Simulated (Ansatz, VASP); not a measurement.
# GaP: VASP beside Ansatz, part 2 of 2

Aim: how closely do two programs agree when they are given the same cell, functional and k mesh?

VASP 6.6.1 and Ansatz 0.2.0.

So far: The structure; Ansatz: band structure, B3LYP with an exact-exchange share of 0.2.

### 3. VASP: band structure, B3LYP with an exact-exchange share of 0.2

Level of this step: B3LYP; plane waves and PAW (Ga_d, P) (VASP).

The same cell, functional (in two slightly different forms), mesh and smearing now go to VASP, with its own data sets and cutoff.

Lines of VASP's logs that name or quote its potential files are left out, and so is its time.

The run reads the wave functions of an earlier VASP run, which isn't shown here.

Input file INCAR:

```
SYSTEM = GaP
PREC = Accurate
ENCUT = 400
EDIFF = 1E-06
NELM = 100
ISMEAR = 0
SIGMA = 0.02
LREAL = .FALSE.
ALGO = Normal
LHFCALC = .TRUE.
AEXX = 0.2
GGA = B3
AGGAX = 0.72
AGGAC = 0.81
ALDAC = 0.19
LASPH = .TRUE.
NBANDS = 15
PRECFOCK = Fast
HFRCUT = -1
LORBIT = 11
LWAVE = .FALSE.
LCHARG = .FALSE.
KPAR = 4
```

Input file POSCAR:

```
GaP
1.0
    0.0000000000      2.7252500000      2.7252500000
    2.7252500000      0.0000000000      2.7252500000
    2.7252500000      2.7252500000      0.0000000000
Ga P
1 1
Direct
    0.0000000000      0.0000000000      0.0000000000
    0.2500000000      0.2500000000      0.2500000000
```

Input file KPOINTS:

```
Automatic mesh
0
Gamma
4 4 4
0 0 0
```

Input file KPOINTS_OPT:

```
Line mode
6
Line-mode
Reciprocal
  0.00000000   0.00000000   0.00000000 GAMMA
  0.50000000   0.00000000   0.50000000 X

  0.50000000   0.00000000   0.50000000 X
  0.50000000   0.25000000   0.75000000 W

  0.50000000   0.25000000   0.75000000 W
  0.37500000   0.37500000   0.75000000 K

  0.37500000   0.37500000   0.75000000 K
  0.00000000   0.00000000   0.00000000 GAMMA

  0.00000000   0.00000000   0.00000000 GAMMA
  0.50000000   0.50000000   0.50000000 L

  0.50000000   0.50000000   0.50000000 L
  0.62500000   0.25000000   0.62500000 U

  0.62500000   0.25000000   0.62500000 U
  0.50000000   0.25000000   0.75000000 W

  0.50000000   0.25000000   0.75000000 W
  0.50000000   0.50000000   0.50000000 L

  0.50000000   0.50000000   0.50000000 L
  0.37500000   0.37500000   0.75000000 K

  0.62500000   0.25000000   0.62500000 U
  0.50000000   0.00000000   0.50000000 X
```

Potentials, in the order of the species: Ga_d and P (PBE family, release 64).

Started as:

```console
$ mpirun -np 4 vasp_std
```

Numbers of over 12 decimals in the logs are rounded to 6 here.

The program printed:

```text
[banner, memory and clock lines left out]
running    4 mpi-ranks, on    1 nodes
 distrk:  each k-point on    1 cores,    4 groups
 distr:  one band on    1 cores,    1 groups

 POSCAR found type information on POSCAR GaP
 POSCAR found :  2 types and       2 ions
|                                                                             |
|               ----> ADVICE to this user running VASP <----                  |
|                                                                             |
|     You enforced a specific xc type in the INCAR file but a different       |
|     [... a line on the potential file left out ...]
|     I HOPE YOU KNOW WHAT YOU ARE DOING!                                     |
|                                                                             |

 LDA part: xc-table for (Slater(with rela. corr.)+VWN3), standard interpolation
 found WAVECAR, reading the header
 POSCAR, INCAR and KPOINTS ok, starting setup
 FFT: planning ... GRIDC
 FFT: planning ... GRID_SOFT
 FFT: planning ... GRID
 HFRCUT set to (new)   8.520141
 reading WAVECAR
 the WAVECAR file was read successfully
 initial charge from wavefunction
 entering main loop
       N       E                     dE             d eps       ncg     rms          rms(c)
DAV:   1    -0.987329101486E+01   -0.98733E+01   -0.24912E-01   318   0.118E+01    0.497E-01
DAV:   2    -0.986995519367E+01    0.33358E-02   -0.52701E-02   346   0.356E+00    0.276E-01
DAV:   3    -0.986730741170E+01    0.26478E-02   -0.48465E-03   296   0.110E+00    0.131E-01
DAV:   4    -0.986701672497E+01    0.29069E-03   -0.14191E-03   311   0.345E-01    0.758E-02
DAV:   5    -0.986700695918E+01    0.97658E-05   -0.20014E-04   335   0.101E-01    0.557E-02
DAV:   6    -0.986699992650E+01    0.70327E-05   -0.19631E-05   336   0.385E-02    0.384E-02
DAV:   7    -0.986699644486E+01    0.34816E-05   -0.41009E-06   289   0.151E-02    0.228E-02
DAV:   8    -0.986699555883E+01    0.88604E-06   -0.13931E-06   170   0.813E-03
   1 F= -.98669956E+01 E0= -.98669956E+01  d E =-.724722E-16
 Start KPOINTS_OPT (optional k-point list driver)
k-point batch [1-8\60]
       N       E                     dE             ncg
DAV:   1    -0.268869283893E+03   -0.30539E+04      248
DAV:   2    -0.988110518206E+03   -0.71924E+03      254
DAV:   3    -0.104367612452E+04   -0.55566E+02      303
DAV:   4    -0.104493379914E+04   -0.12577E+01      303
DAV:   5    -0.104495715184E+04   -0.23353E-01      338
DAV:   6    -0.104495790257E+04   -0.75073E-03      379
DAV:   7    -0.104495791699E+04   -0.14420E-04      331
DAV:   8    -0.104495791726E+04   -0.26745E-06      267
[...]
k-point batch [57-60\60]
       N       E                     dE             ncg
DAV:   1     0.227148541220E+04   -0.26096E+04      120
DAV:   2     0.191444661858E+04   -0.35704E+03      127
DAV:   3     0.188957519303E+04   -0.24871E+02      148
DAV:   4     0.188906439034E+04   -0.51080E+00      169
DAV:   5     0.188905489771E+04   -0.94926E-02      177
DAV:   6     0.188905452826E+04   -0.36946E-03      200
DAV:   7     0.188905452476E+04   -0.34950E-05      176
DAV:   8     0.188905452473E+04   -0.30473E-07      144
```

From OUTCAR (step 3):

```text
ion  position               nearest neighbor table
   1  0.000  0.000  0.000-   2 2.36   2 2.36   2 2.36   2 2.36
   2  0.250  0.250  0.250-   1 2.36   1 2.36   1 2.36   1 2.36

  LATTYP: Found a face centered cubic cell.
 ALAT       =     5.4505000000

 Subroutine GETGRP returns: Found 24 space group operations
 (whereof 24 operations were pure point group operations)

The static configuration has the point symmetry T_d .

 Found      8 irreducible k-points:

   k-points           NKPTS =      8   k-points in BZ     NKDIM =     64   number of bands    NBANDS=     15

   dimension x,y,z NGX =    28 NGY =   28 NGZ =   28
   dimension x,y,z NGXF=    56 NGYF=   56 NGZF=   56

   ENCUT  =  400.0 eV  29.40 Ry    5.42 a.u.   6.29  6.29  6.29*2*pi/ulx,y,z

   NELECT =      18.0000    total number of electrons

 k-points in reciprocal lattice and weights: Automatic mesh
   0.00000000  0.00000000  0.00000000       0.016
   0.25000000  0.00000000  0.00000000       0.125
   0.50000000  0.00000000  0.00000000       0.062
   0.25000000  0.25000000  0.00000000       0.094
   0.50000000  0.25000000  0.00000000       0.375
  -0.25000000  0.25000000  0.00000000       0.188
   0.50000000  0.50000000  0.00000000       0.047
  -0.25000000  0.50000000  0.25000000       0.094

  exchange ACFDT corr.  =         0.00000000  see jH, gK, PRB 81, 115126

 average (electrostatic) potential at core
       1 -59.2678       2 -80.0899

 E-fermi :   4.3556

 k-point     1 :       0.0000    0.0000    0.0000
  band No.  band energies     occupation
    ...
      5     -12.3506      2.00000
      6      -9.3275      2.00000
      7       4.2467      2.00000
      8       4.2467      2.00000
      9       4.2467      2.00000
     10       7.3450      0.00000
     11       9.4763      0.00000
     12       9.4763      0.00000
     13       9.4763      0.00000
     14      14.6691      0.00000
    ...

 k-point     2 :       0.2500    0.0000    0.0000
  band No.  band energies     occupation
    ...
      5     -12.3501      2.00000
      6      -8.4868      2.00000
      7       0.1195      2.00000
      8       3.5456      2.00000
      9       3.5456      2.00000
     10       7.6887      0.00000
     11      10.3844      0.00000
     12      10.3844      0.00000
     13      12.0657      0.00000
     14      14.8231      0.00000
    ...

 k-point     3 :       0.5000    0.0000    0.0000
  band No.  band energies     occupation
    ...
      5     -12.3454      2.00000
      6      -7.1448      2.00000
      7      -2.8876      2.00000
      8       3.0453      2.00000
      9       3.0453      2.00000
     10       7.1734      0.00000
     11      10.3754      0.00000
     12      10.3754      0.00000
     13      14.1231      0.00000
     14      16.8186      0.00000
    ...

  energy-cutoff  :      400.00
  volume of cell :       40.48
      direct lattice vectors                 reciprocal lattice vectors
     0.000000000  2.725250000  2.725250000    -0.183469406  0.183469406  0.183469406
     2.725250000  0.000000000  2.725250000     0.183469406 -0.183469406  0.183469406
     2.725250000  2.725250000  0.000000000     0.183469406  0.183469406 -0.183469406

 POSITION                                       TOTAL-FORCE (eV/Angst)
 -----------------------------------------------------------------------------------
      0.00000      0.00000      0.00000        -0.000000     -0.000000     -0.000000
      1.36262      1.36262      1.36262         0.000000      0.000000      0.000000
 -----------------------------------------------------------------------------------
    total drift:                               -0.000056     -0.000023     -0.000015

  FREE ENERGIE OF THE ION-ELECTRON SYSTEM (eV)
  ---------------------------------------------------
  free  energy   TOTEN  =        -9.8669955588 eV

  energy  without entropy=       -9.8669955588  energy(sigma->0) =       -9.86699556

 total charge
# of ion       s       p       d       tot
------------------------------------------
    1        0.829   0.854  10.029  11.712
    2        1.009   1.576   0.000   2.585
--------------------------------------------------
tot          1.838   2.430  10.029  14.297

[... 3 further parts left out ...]
```

The k-mesh is coarse for unscreened exact exchange, which converges slowly with it. Spin-orbit coupling is off here; it would split degenerate levels.

### 4. Differences

Known differences besides the potentials themselves: exact exchange at q = 0 is treated differently, which shows on coarse meshes; VASP keeps PBE cores, Ansatz makes them for the functional; the cutoff is 420 eV in Ansatz and 400 eV in VASP; VASP's log shows a relativistic correction to its local exchange, Ansatz's none; VASP takes a coarser grid for exact exchange (PRECFOCK = Fast). Total energies have different zeros and are not compared.

Both answers:

| quantity | Ansatz | VASP | difference |
| --- | --- | --- | --- |
| gap over the path points (eV) | 2.837 | 2.854 | -0.017 |

Levels at points of the path, from each program's valence-band top (eV; 3 filled, then empty):

| k (reciprocal lattice) | Ansatz | VASP |
| --- | --- | --- |
| 0.000 0.000 0.000 | 0.00 0.00 0.00 3.07 5.21 5.21 | 0.00 0.00 0.00 3.10 5.23 5.23 |
| 0.400 0.000 0.400 | -6.48 -2.68 -2.68 2.84 3.61 11.02 | -6.47 -2.69 -2.69 2.85 3.63 11.07 |
| 0.500 0.000 0.500 | -7.30 -2.87 -2.87 2.90 3.09 12.32 | -7.29 -2.87 -2.87 2.91 3.11 12.36 |
| 0.500 0.200 0.700 | -7.10 -3.70 -3.53 5.42 5.64 8.31 | -7.09 -3.69 -3.52 5.43 5.65 8.32 |
| 0.400 0.350 0.750 | -7.06 -4.15 -2.51 3.64 6.23 9.39 | -7.05 -4.15 -2.52 3.65 6.24 9.42 |
| 0.150 0.150 0.300 | -3.62 -1.83 -0.41 4.44 5.87 5.97 | -3.62 -1.82 -0.41 4.46 5.88 5.98 |
| 0.200 0.200 0.200 | -3.16 -0.51 -0.51 3.59 5.94 5.94 | -3.15 -0.51 -0.51 3.61 5.96 5.96 |
| 0.550 0.400 0.550 | -7.00 -2.62 -1.55 3.99 5.98 6.97 | -7.00 -2.62 -1.56 4.01 5.99 6.99 |
| 0.600 0.250 0.650 | -7.06 -4.15 -2.51 3.64 6.23 9.39 | -7.05 -4.15 -2.52 3.65 6.24 9.42 |
| 0.500 0.250 0.750 | -7.07 -3.78 -3.59 6.07 6.32 7.57 | -7.06 -3.77 -3.58 6.08 6.33 7.58 |

Among the levels compared at these points, filled levels agree within 9 meV and empty ones within 44 meV.

### 5. Summary of results

| Property | Result |
| --- | --- |
| difference in gap over the path points (band structure, B3LYP with an exact-exchange share of 0.2) | -0.017 eV |

The difference in gap over the path points is -0.017 eV (band structure, B3LYP with an exact-exchange share of 0.2), within the 0.08 eV picked in this series as the mark of a large difference. How closely two codes agree says nothing of how well the functional describes the real material.

[Lines on the potential files, build, host, timing and source positions are cut from VASP's logs without a mark.]

[Logs are printed without paths, hosts, clocks, repeated set-up lines and the standing remarks that a program may print on its own settings, such as how far it seeks lower states.]

[Hosts, paths, dates, database ids (printed as entryN), source tags and the programs' standing remarks are cut or masked in the printed files.]
